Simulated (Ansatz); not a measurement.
# Cu (Fm-3m) in Ansatz: reference runs

How does Cu come out in PBE? The cell is run as given and disturbed.

Everything below comes from runs of Ansatz 0.2.0. Logs are shortened: lines on timing, memory, paths and dates and some standing lists are left out, and cuts for length are marked.

### 1 Starting point

Symmetry: Fm-3m, No. 225, cubic system. Conventional cell: a = 3.615 Å, b = 3.615 Å, c = 3.615 Å, α = 90.00°, β = 90.00°, γ = 90.00°. Around Cu (site symmetry m-3m) lie 12 Cu at 2.56 Å.

### 2 Single point, PBE

Contents of input.yaml:

```yaml
crystal:
  lattice:
    - [0.0, 1.8075, 1.8075]
    - [1.8075, 0.0, 1.8075]
    - [1.8075, 1.8075, 0.0]
  atoms:
    - { symbol: Cu, position: [0.0, 0.0, 0.0] }
kpoints:
  mp_grid: { grid: [13, 13, 13] }
scf:
  occupations: { method: fermi_dirac, width: 0.05 }
hamiltonian:
  xc: pbe
  pseudopotentials: { kind: all_electron, lapw: { basis_error: 0.001 } }
output:
  forces: true
  stress: true
  eigenvalues: true
  populations: true
```

Potentials or basis: all-electron LAPW, scalar-relativistic.

The run is started by

```console
$ ansatz run input.yaml --threads 1 --pin off --max-ram 2560MiB --backend cpu --events-out ev --progress --plain --runs-dir out
```

Standard output:

```text
Warning: RAYON_NUM_THREADS=1 ignored (pool sized by the plan → 1); use --threads N
Cu: projections on atomic orbitals take those of the free atom 1s2 2s2 2p6 3s2 3p6 3d10 4s1, of charge +0.00 (hamiltonian.pseudopotentials.projection_atoms)
LAPW: plane waves up to 8.793 Å⁻¹, error target 1.0e-3 eV per atom; small_component_spin mean_spin; Cu in spheres of 1.278 Å, 19 of its electrons in bands, Dirac shells [] (how accurate: hamiltonian.pseudopotentials.lapw.basis_error, Limitations)
Engine: ansatz 0.2.0, x86_64-unknown-linux-gnu
Pseudopotentials: kind: all_electron
Pseudopotential: Cu, LAPW, valence charge 19, lapw/all_electron/scalar/gaussian/Cu, Koelling and Harmon's equation, gaussian nucleus
Functional definition: PBE
  parameter kappa = 0.804
  parameter beta = 0.06672455060314922
  exchange = pbe_x(kappa = kappa, mu = beta*pi^2/3)
  correlation = pbe_c(beta = beta)
Crystal: 1 atoms, lattice volume = 11.810 Å³
Basis set: ecut = 294.56524505711343 eV, 137 PW (Γ), exchange–correlation at level 2
Bands: 14, of which v1, the nominal top of the filled ones, is band 10 counted from 1 (9 counted from 0)
Symmetry: 48 space group operations
Space group: Fm-3m (ITA 225), of the structure as read, at distance tolerance 2.3e-5 Å
k-points: 84 of 2197
Non-local potential: Cu, projectors of the file, none
Initial density: superposition of atomic densities (chi_scale 0.1, normalization cell)
Initial wavefunctions: plane waves of lowest kinetic energy (no species holds an atomic orbital)
Functional: x = pbe(κ = 0.804, μ = 0.2195149727645171), c = pbe(β = 0.06672455060314922)
iter 1 solved again at ethr=5.86e-4 eV; its pass at ethr=1.00e-1 eV (dr2=1.11e-1 eV) is discarded
SCF iter   1: F=—  HF=-45035.176085 eV  |F-HF|=—  |Δ(HF+E_count)|=         —  Δρ=4.49e-2  dr2=1.12e-1  ethr=5.86e-4  ⟨swp⟩=2.6  Hψ=8370  notcnv=0
preconditioner: auto → none  [metal: Δε(μ)=0.117 eV  Ē_g=15.885 eV  σ=0.050 eV  W_gap=0.46  n_scr=0 (ndim 8)  ℏωp=35.8 eV  f_vac=0.000  D(μ)=0.33/eV (n_scr^D=0)]
SCF iter   2: F=—  HF=-45035.998556 eV  |F-HF|=—  |Δ(HF+E_count)|=   8.22e-1  Δρ=2.71e-2  dr2=4.25e-2  ethr=5.86e-4  ⟨swp⟩=3.0  Hψ=4022  notcnv=0
iter 3 solved again at ethr=1.47e-6 eV; its pass at ethr=2.24e-4 eV (dr2=2.79e-4 eV) is discarded
SCF iter   3: F=—  HF=-45034.384810 eV  |F-HF|=—  |Δ(HF+E_count)|=    1.61e0  Δρ=1.98e-3  dr2=2.78e-4  ethr=1.47e-6  ⟨swp⟩=2.5  Hψ=6052  notcnv=0
SCF iter   4: F=—  HF=-45034.300759 eV  |F-HF|=—  |Δ(HF+E_count)|=   8.41e-2  Δρ=4.64e-3  dr2=1.14e-3  ethr=1.47e-6  ⟨swp⟩=3.0  Hψ=3873  notcnv=0
SCF iter   5: F=—  HF=-45034.294055 eV  |F-HF|=—  |Δ(HF+E_count)|=   6.70e-3  Δρ=7.81e-4  dr2=3.03e-5  ethr=1.47e-6  ⟨swp⟩=2.6  Hψ=3274  notcnv=0
SCF iter   6: F=—  HF=-45034.293902 eV  |F-HF|=—  |Δ(HF+E_count)|=   1.53e-4  Δρ=2.00e-5  dr2=3.59e-8  ethr=1.59e-7  ⟨swp⟩=2.0  Hψ=3164  notcnv=0
SCF iter   7: F=-45034.293902 eV  HF=-45034.293902 eV  |F-HF|=4.12e-8  |Δ(HF+E_count)|=   3.44e-8  Δρ=4.46e-6  dr2=1.39e-9  ethr=1.89e-10  ⟨swp⟩=3.0  Hψ=3410  notcnv=0
SCF 1 converged in 7 iterations: F = -45034.293902 eV  dr2 = 1.39e-9
SCF converged after 7 iterations
Free energy (F): -45034.293902 eV
Harris-Foulkes:  -45034.293902 eV  (|F-HF|=4.12e-8)
Internal energy: -45034.291187 eV  (E = F + TS)
E sigma→0 (E₀):  -45034.292545 eV
Entropy (-TS):   -0.002715 eV (-2.715 meV/atom)
Fermi energy:    16.787141 eV
--- Per-component energies (eV) ---
  E_band       = -362.437588
  E_kinetic    = 45808.562593
  E_xc         = -1840.648683
  E_electrostatic = -89002.205097  (all electrons and nuclei)
  E_smearing   = -0.002715  (= −TS)
  E_closure    = 0.000000  (closes the sum)
  E_atoms      = -45030.532457  (free atoms, spherical and without spin; not in F)
  Σ components = -45034.293902   (vs F -45034.293902, Δ=0.00e0)
  Basis errors (estimates in eV, not in F): energy 1.7e-4 per atom: plane waves 1.6e-4 (1.2e-4 summed), levels above the bands 6.0e-176, relativity 7.5e-9, radial functions 6.7e-6, core shells 1.1e-11; eigenvalues (radial functions only) 2.9e-6; not estimated: angular momenta, meshes, grids; target (lapw.basis_error) 1.0e-3; muffin-tin radii Cu 1.278 Å
--- Forces (eV/Å), atoms counted from 1 ---
  atom   1  Cu     0.00000000    -0.00000000    -0.00000000
  max |Σ_I F_I| component: 1.27e-31 eV/Å
--- Stress (GPa, compression-positive) ---
        1.641236       0.000000       0.000000
        0.000000       1.641236      -0.000000
        0.000000      -0.000000       1.641236
  P = ⅓ Tr σ = 1.6412 GPa (16.412 kbar)
--- Band table (eV; the first three rows and the last of 84) ---
  k-point 0: bands = ["-95.9705", "-53.2844", "-53.2844", "-53.2844", "7.2017", "13.6043", "13.6043", "13.6043", "14.4367", "14.4367", "39.2084", "41.8229", "41.8229", "41.8229"]
  k-point 1: bands = ["-95.9697", "-53.2906", "-53.2853", "-53.2853", "7.4171", "13.5586", "13.6446", "13.6446", "14.4213", "14.4213", "37.7483", "40.1253", "41.1947", "41.1947"]
  k-point 2: bands = ["-95.9675", "-53.3077", "-53.2879", "-53.2879", "8.0485", "13.4464", "13.7316", "13.7316", "14.4068", "14.4068", "33.8921", "39.6928", "40.2693", "40.2693"]
  k-point 83: bands = ["-95.9522", "-53.3605", "-53.3517", "-53.3247", "12.4799", "12.9552", "13.1962", "14.4078", "15.1254", "21.4699", "23.4308", "25.4011", "25.8730", "43.7508"]
--- Löwdin populations: 1 site ---
  site symbol       q [e]
     0     Cu     28.8415
  spilling = 0.005465 (of n_electrons = 29.000000)
```

Run time: 3.8 s. Hardware: 1 thread of Intel Xeon 6975P-C (Granite Rapids), shared host; peak memory 0.35 GiB.

What came out:

```
Free energy            : -45034.2939 eV
Pressure               : 1.6 GPa
Band gap on the k mesh : none (metal or under the smearing width)
```

### 3 Single point, PBE (cell strained at random at fixed volume)

Edit input.yaml of step 2 so:

```diff
@@ -2,7 +2,7 @@
   lattice:
-    - [0.0, 1.8075, 1.8075]
-    - [1.8075, 0.0, 1.8075]
-    - [1.8075, 1.8075, 0.0]
+    - [-0.008578, 1.795752, 1.801688]
+    - [1.82295, -0.024052, 1.817163]
+    - [1.795326, 1.783602, 0.003572]
   atoms:
-    - { symbol: Cu, position: [0.0, 0.0, 0.0] }
+    - { symbol: Cu, position: [0.001456, -0.024293, 0.029321] }
 kpoints:
```

Potentials or basis: all-electron LAPW, scalar-relativistic.

The run is started by

```console
$ ansatz run input.yaml --threads 1 --pin off --max-ram 2560MiB --backend cpu --events-out ev --progress --plain --runs-dir out
```

Standard output:

```text
Warning: RAYON_NUM_THREADS=1 ignored (pool sized by the plan → 1); use --threads N
Cu: projections on atomic orbitals take those of the free atom 1s2 2s2 2p6 3s2 3p6 3d10 4s1, of charge +0.00 (hamiltonian.pseudopotentials.projection_atoms)
LAPW: plane waves up to 8.897 Å⁻¹, error target 1.0e-3 eV per atom; small_component_spin mean_spin; Cu in spheres of 1.265 Å, 19 of its electrons in bands, Dirac shells [] (how accurate: hamiltonian.pseudopotentials.lapw.basis_error, Limitations)
[... 8 set-up lines as earlier in the session ...]
[... 34 lines left out ...]
  E_closure    = 0.000000  (closes the sum)
  E_atoms      = -45030.532457  (free atoms, spherical and without spin; not in F)
  Σ components = -45034.292281   (vs F -45034.292281, Δ=0.00e0)
  Basis errors (estimates in eV, not in F): energy 2.1e-4 per atom: plane waves 2.0e-4 (1.0e-4 summed), levels above the bands 4.0e-176, relativity 1.9e-9, radial functions 7.1e-6, core shells 1.8e-11; eigenvalues (radial functions only) 2.6e-6; not estimated: angular momenta, meshes, grids; target (lapw.basis_error) 1.0e-3; muffin-tin radii Cu 1.265 Å
--- Forces (eV/Å), atoms counted from 1 ---
  atom   1  Cu     0.00000000     0.00000000     0.00000000
  max |Σ_I F_I| component: 0.00e0 eV/Å
--- Stress (GPa, compression-positive) ---
        1.635923       1.607386      -0.797853
        1.607386       1.960242       0.562008
       -0.797853       0.562008       1.536970
  P = ⅓ Tr σ = 1.7110 GPa (17.110 kbar)
--- Band table (eV; the first three rows and the last of 1099) ---
  k-point 0: bands = ["-95.9705", "-53.2864", "-53.2850", "-53.2813", "7.2018", "13.5341", "13.6139", "13.6587", "14.4258", "14.4533", "39.1183", "41.2632", "41.9804", "42.3373"]
  k-point 1: bands = ["-95.9696", "-53.2927", "-53.2861", "-53.2824", "7.4209", "13.5726", "13.5981", "13.6770", "14.4073", "14.4337", "38.0639", "39.9393", "40.7865", "41.3757"]
  k-point 2: bands = ["-95.9673", "-53.3104", "-53.2890", "-53.2850", "8.0634", "13.4774", "13.6711", "13.7797", "14.3850", "14.4066", "34.2683", "39.2701", "39.9798", "40.4090"]
  k-point 1098: bands = ["-95.9562", "-53.3896", "-53.3077", "-53.2981", "11.6289", "13.4825", "13.6541", "14.4130", "14.9711", "16.3393", "20.4334", "35.6672", "37.3866", "38.1222"]
--- Löwdin populations: 1 site ---
  site symbol       q [e]
     0     Cu     28.8412
  spilling = 0.005475 (of n_electrons = 29.000000)
```

populations.tsv:

```text
# site	symbol	l	j	q
# orbitals = lowdin
# n_electrons = 29.000000
# spilling = 0.005475
# projection_atom_Cu: 1s2 2s2 2p6 3s2 3p6 3d10 4s1
0	Cu	0_1S	-	1.999992
0	Cu	0_2S	-	1.999599
0	Cu	0_3S	-	1.989346
0	Cu	0_4S	-	1.057015
0	Cu	1_2P	-	5.999999
0	Cu	1_3P	-	5.999255
0	Cu	2_3D	-	9.796013
```

Run time: 50 s. Hardware: 1 thread of Intel Xeon 6975P-C (Granite Rapids), shared host; peak memory 0.97 GiB.

What came out:

* Free energy: -45034.2923 eV
* Pressure: 1.7 GPa
* Band gap on the k mesh: none (metal or under the smearing width)

Stress tensor (GPa, compression positive):
```
 1.64  1.61 -0.80
 1.61  1.96  0.56
-0.80  0.56  1.54
```
